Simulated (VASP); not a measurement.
# TiTe2 (P-3m1) in VASP: a series of runs

One crystal, TiTe2, is run at these levels: LDA; tasks: phonons.

Everything below comes from runs of VASP 6.6.1. Logs are shortened: lines on timing, memory, paths and dates and some standing lists are left out, and cuts for length are marked.

## Step 1: Starting point

Symmetry: P-3m1, No. 164, trigonal system. Conventional cell: a = 3.668 Å, b = 3.668 Å, c = 6.333 Å, α = 90.00°, β = 90.00°, γ = 120.00°. Ti (site symmetry -3m) has 6 Te at 2.72 Å as nearest neighbours. Te (site symmetry 3m) has 3 Ti at 2.72 Å as nearest neighbours.

## Step 2: Phonons, LDA

POSCAR

```
TiTe2
1.0
    3.6677969001      0.0000000000      0.0000000000
   -1.8338984500      3.1764052914      0.0000000000
    0.0000000000      0.0000000000      6.3326090962
  Ti              Te
     1     2
Direct
     0.0000000000000000    0.0000000000000000    0.0000000000000000
     0.6666666667000030    0.3333333332999970    0.2697777480936381
     0.3333333332999970    0.6666666667000030    0.7302222519063619
```

INCAR.step1

```
SYSTEM = TiTe2
ALGO     = Normal         ! electronic algorithm
EDIFF    = 1E-8           ! SCF threshold, eV
EDIFFG   = -0.002         ! ionic threshold
ENCUT    = 600            ! plane-wave cutoff, eV
GGA      = CA             ! functional
IBRION   = 2              ! ionic algorithm
ISIF     = 3              ! what is computed and relaxed
ISMEAR   = 1              ! smearing method
KPAR     = 2            
LASPH    = .TRUE.         ! aspherical terms in the spheres
LCHARG   = .FALSE.        ! write CHGCAR
LREAL    = .FALSE.        ! projectors in reciprocal space
LWAVE    = .FALSE.        ! write WAVECAR
NELM     = 80             ! most SCF steps
NSW      = 40             ! ionic steps
PREC     = Accurate       ! precision mode
SIGMA    = 0.2            ! smearing width, eV
```

INCAR.step2

```
SYSTEM = TiTe2
ALGO     = Normal         ! electronic algorithm
EDIFF    = 1E-8           ! SCF threshold, eV
ENCUT    = 600            ! plane-wave cutoff, eV
GGA      = CA             ! functional
IBRION   = 6              ! ionic algorithm
ISIF     = 2              ! what is computed and relaxed
ISMEAR   = 1              ! smearing method
KPAR     = 2            
LASPH    = .TRUE.         ! aspherical terms in the spheres
LCHARG   = .FALSE.        ! write CHGCAR
LREAL    = .FALSE.        ! projectors in reciprocal space
LWAVE    = .FALSE.        ! write WAVECAR
NELM     = 80             ! most SCF steps
NFREE    = 2            
NSW      = 1              ! ionic steps
POTIM    = 0.015          ! step
PREC     = Accurate       ! precision mode
SIGMA    = 0.2            ! smearing width, eV
```

KPOINTS

```
k-points
0
G
  18 18 9
  0 0 0
```

Potentials or basis: VASP PAW LDA potentials, release 64 (Ti_sv, Te).

The run is started by

```bash
$ cat potpaw_LDA.64/Ti_sv/POTCAR potpaw_LDA.64/Te/POTCAR > POTCAR
$ cp INCAR.step1 INCAR
$ mpirun -np 2 vasp_std > vasp.out
$ cp CONTCAR POSCAR
$ cp INCAR.step2 INCAR
$ mpirun -np 2 vasp_std > vasp.out
```

OUTCAR:

```text
SYSTEM = TiTe2
   EDIFF = 1E-8
   ENCUT = 600
   GGA = CA
   IBRION = 6
   ISIF = 2
   ISMEAR = 1
   LASPH = .TRUE.
   LREAL = .FALSE.
   NELM = 80
   NFREE = 2
   NSW = 1
   POTIM = 0.015
   PREC = Accurate

 ion  position               nearest neighbor table
   1  0.000  0.000  0.000-   2 2.72   3 2.72   3 2.72   2 2.72   2 2.72   3 2.72
   2  0.667  0.333  0.270-   1 2.72   1 2.72   1 2.72   3 3.60   3 3.60   3 3.60
   3  0.333  0.667  0.730-   1 2.72   1 2.72   1 2.72   2 3.60   2 3.60   2 3.60

  LATTYP: Found a hexagonal cell.
 ALAT       =     3.6675967784
 C/A-ratio  =     1.7263983553

  Lattice vectors:

 A1 = (   3.6675967784,  -0.0000000000,   0.0000000000)
 A2 = (  -1.8337983891,   3.1762319809,   0.0000000000)
 A3 = (   0.0000000000,   0.0000000000,   6.3317330461)

Analysis of symmetry for initial positions (statically):
=====================================================================
 Subroutine PRICEL returns:
 Original cell was already a primitive cell.

 Routine SETGRP: Setting up the symmetry group for a
 hexagonal supercell.

 Subroutine GETGRP returns: Found 12 space group operations
 (whereof 12 operations were pure point group operations)
 out of a pool of 24 trial point group operations.

The static configuration has the point symmetry D_3d.

Analysis of symmetry for dynamics (positions and initial velocities):
=====================================================================
 Subroutine PRICEL returns:
 Original cell was already a primitive cell.

 Routine SETGRP: Setting up the symmetry group for a
 hexagonal supercell.

 Subroutine GETGRP returns: Found 12 space group operations
 (whereof 12 operations were pure point group operations)
 out of a pool of 24 trial point group operations.

The dynamic configuration has the point symmetry D_3d.

 Subroutine INISYM returns: Found 12 space group operations
 (whereof 12 operations are pure point group operations),
 and found     1 'primitive' translations

----------------------------------------------------------------------------------------

                                     Primitive cell

  volume of cell :      73.7592

  direct lattice vectors                    reciprocal lattice vectors
     3.667596778 -0.000000000  0.000000000     0.272658108  0.157419232  0.000000000
    -1.833798389  3.176231981  0.000000000     0.000000000  0.314838465  0.000000000
     0.000000000  0.000000000  6.331733046     0.000000000  0.000000000  0.157934643

  length of vectors
     3.667596778  3.667596778  6.331733046     0.314838465  0.314838465  0.157934643

  position of ions in fractional coordinates (direct lattice)
     0.000000000  0.000000000  0.000000000
     0.666666667  0.333333333  0.269763533
     0.333333333  0.666666667  0.730236467

  ion indices of the primitive-cell ions
   primitive index   ion index
                 1           1
                 2           2
                 3           3

----------------------------------------------------------------------------------------

 KPOINTS: k-points

Automatic generation of k-mesh.
 Grid dimensions read from file:
 generate k-points for:   18   18    9

 Generating k-lattice:

  Cartesian coordinates                     Fractional coordinates (reciprocal lattice)
     0.015147673  0.008745513  0.000000000     0.055555556  0.000000000  0.000000000
     0.000000000  0.017491026  0.000000000     0.000000000  0.055555556  0.000000000
     0.000000000  0.000000000  0.017548294     0.000000000  0.000000000  0.111111111

  Length of vectors
     0.017491026  0.017491026  0.017548294

  Shift w.r.t. Gamma in fractional coordinates (k-lattice)
[... 54 lines left out ...]
   EDIFFG = 0.1E-06   stopping-criterion for IOM
   NSW    =     73    number of steps for IOM
   IBRION =      6    ionic relax: 0-MD 1-quasi-New 2-CG
   NFREE  =      2    steps in history (QN), initial steepest desc. (CG)
   ISIF   =      2    stress and relaxation
   ISYM   =      2    0-nonsym 1-usesym 2-fastsym
   POTIM  = 0.0150    time-step for ionic-motion
   TEBEG  =    0.0;   TEEND  =   0.0 temperature during run
   PSTRESS=    0.0 pullay stress
   NELECT =      24.0000    total number of electrons
   NUPDOWN=      -1.0000    fix difference up-down
   EMIN   =  10.00;   EMAX   =-10.00  energy-range for DOS
   EFERMI =   0.00;   METHOD = LEGACY
   ISMEAR =     1;   SIGMA  =   0.20  broadening in eV -4-tet -1-fermi 0-gaus
   EFERMI_NEDOS =   21; number of points for ismear=-14 and -15
   IALGO  =     38    algorithm
   IMIX   =      4    mixing-type and parameters
     AMIX     =   0.40;   BMIX     =  1.00
     AMIX_MAG =   1.60;   BMIX_MAG =  1.00
  volume/ion in A,a.u.               =      24.59       165.92
  Fermi-wavevector in a.u.,A,eV,Ry     =   1.126004  2.127838 17.250611  1.267884
  Thomas-Fermi vector in A             =   2.262683
   LORBIT       =      0    0 simple, 1 ext, 2 COOP (PROOUT), +10 PAW based schemes
   GGA     = CA    functional components
   LHFCALC =     F    Hartree Fock is set to
   AEXX    =    0.0000 exact exchange contribution
   IVDW    =     0    specifies the selected vdW correction
   LEPSILON=     F    determine dielectric tensor
   LRPA    =     F    only Hartree local field effects (RPA)
 finite differences with symmetry
 non-spin polarized calculation
 Methfessel and Paxton  Order N= 1 SIGMA  =   0.20
  energy-cutoff  :      600.00
  volume of cell :       73.76
 maximum number of plane-waves:      2503
 NGX is ok and might be reduce to    30
   NGX = 15   NGY = 15   NGZ = 25

--------------------------------------- Ionic step        1  -------------------------------------------

 number of electron      23.9999996 magnetization

 Free energy of the ion-electron system (eV)
  ---------------------------------------------------
  ext. energy  EPLUGINS =         0.00000000
  ---------------------------------------------------
  free energy    TOTEN  =       -18.34229658 eV

  energy without entropy =      -18.34319298  energy(sigma->0) =      -18.34259538

------------------------ aborting loop because EDIFF is reached ----------------------------------------

  FORCE on cell =-STRESS in cart. coord.  units (eV):
  Direction    XX          YY          ZZ          XY          YZ          ZX
  --------------------------------------------------------------------------------------
  -------------------------------------------------------------------------------------
  Total        0.0010931      0.0010931     -0.0064659      0.0000000      0.0000000     -0.0000000
  in kB        0.0237434      0.0237434     -0.1404508      0.0000000      0.0000000     -0.0000000
  external PRESSURE =      -0.0309880 kB  Pullay stress =       0.0000000 kB
[... 283 lines left out ...]
--------------------------------------- Ionic step        9  -------------------------------------------

 number of electron      23.9999996 magnetization

 Free energy of the ion-electron system (eV)
  ---------------------------------------------------
  ext. energy  EPLUGINS =         0.00000000
  ---------------------------------------------------
  free energy    TOTEN  =       -18.34137603 eV

  energy without entropy =      -18.34219989  energy(sigma->0) =      -18.34165065

 E-fermi :   7.7298     XC(G=0): -10.4889

 val. band max:        7.7256597712   @ k =  -0.0000   0.3889   0.3333
 cond. band min:       7.7498564882   @ k =   0.0556   0.0556   0.0000
 fundamental gap:      0.0241967170
 Fermi energy:         7.7298091052

 k-point     1 :       0.0000    0.0000    0.0000
  band No.  band energies     occupation
      1     -48.8581      2.00000
      2     -25.5143      2.00000
      3     -25.5143      2.00000
      4     -25.4960      2.00000
      5      -5.1919      2.00000
      6      -3.4312      2.00000
[... 433 lines left out ...]
      3     -25.5329      2.00000
      4     -25.4803      2.00000
      5      -3.2391      2.00000
      6      -2.8145      2.00000
[... 8 lines left out ...]
     15       9.3292     -0.00000
     16      10.3189     -0.00000

 [... further k-points ...]
[... 5 lines left out ...]
  --------------------------------------------------------------------------------------
  -------------------------------------------------------------------------------------
  Total        0.1066935      0.1066935      0.1853254      0.0000000      0.0000000     -0.0000000
  in kB        2.3175668      2.3175668      4.0255856      0.0000000      0.0000000     -0.0000000
  external PRESSURE =       2.8869064 kB  Pullay stress =       0.0000000 kB
[... 18 lines left out ...]
  FREE ENERGIE OF THE ION-ELECTRON SYSTEM (eV)
  ---------------------------------------------------
  free  energy   TOTEN  =       -18.3413760306 eV

  energy  without entropy=      -18.3421998882  energy(sigma->0) =      -18.34165065

 INTERNAL STRAIN TENSORS FROM DISPLACED ATOMS
 ============================================

 INTERNAL STRAIN TENSOR FOR ION    1 for displacements in x,y,z  (eV/Angst):
          X           Y           Z          XY          YZ          ZX
  --------------------------------------------------------------------------------
  x     0.00000     0.00000     0.00000     0.00000     0.00000     0.00000
  y     0.00000     0.00000     0.00000     0.00000     0.00000     0.00000
  z     0.00000     0.00000     0.00000     0.00000     0.00000     0.00000

 INTERNAL STRAIN TENSOR FOR ION    3 for displacements in x,y,z  (eV/Angst):
          X           Y           Z          XY          YZ          ZX
  --------------------------------------------------------------------------------
  x     0.00000    -0.00000    -0.00000     2.15199     0.00000     6.91816
  y     2.15199    -2.15199    -0.00000    -0.00000     6.91816     0.00000
  z     6.69556     6.69556    12.49450     0.00000     0.00000     0.00000

 Eigenvectors and eigenvalues of the dynamical matrix
 ----------------------------------------------------

   1 f  =    8.483651 THz    53.304352 2PiTHz  282.984139 cm-1    35.085546 meV
             X         Y         Z           dx          dy          dz
      0.000000  0.000000  0.000000    -0.000000   -0.000000   -0.917622
      1.833798  1.058744  1.708071     0.000000    0.000000    0.281042
     -0.000000  2.117488  4.623662     0.000000    0.000000    0.281042
[... 43 lines left out ...]
   9 f/i=    0.000920 THz     0.005781 2PiTHz    0.030691 cm-1     0.003805 meV
             X         Y         Z           dx          dy          dz
      0.000000  0.000000  0.000000    -0.366610    0.153915   -0.000000
      1.833798  1.058744  1.708071    -0.598226    0.251155    0.000000
     -0.000000  2.117488  4.623662    -0.598226    0.251155    0.000000

 ELASTIC MODULI CONTR FROM IONIC RELAXATION (kBar)
 Direction    XX          YY          ZZ          XY          YZ          ZX
 --------------------------------------------------------------------------------
 XX        -224.9822   -144.9060   -345.1220     -0.0000   -128.7134     -0.0000
 YY        -144.9060   -224.9822   -345.1220     -0.0000    128.7134      0.0000
 ZZ        -345.1220   -345.1220   -644.0281     -0.0000     -0.0000      0.0000
 XY          -0.0000     -0.0000     -0.0000    -40.0381      0.0000   -128.7133
 YZ        -128.7134    128.7134     -0.0000      0.0000   -413.7841     -0.0000
 ZX          -0.0000      0.0000      0.0000   -128.7133     -0.0000   -413.7838
 --------------------------------------------------------------------------------
```

Run time: 34 min. Hardware: 2 MPI ranks of Intel Xeon 6975P-C (Granite Rapids), shared host; peak memory 3 GiB.

Results:

| Quantity | Value |
| --- | --- |
| Highest phonon frequency at Γ, LO-TO splitting left out | 283 cm⁻¹ |

Phonon frequencies in cm⁻¹ (negative: imaginary):
| q point | frequencies |
| --- | --- |
| (0.000, 0.000, 0.000) | 0 0 0 103 103 150 195 195 283 |

The run has no spin-orbit coupling, so splittings on Te are missing.

(Part 1 of 2 ends here.)
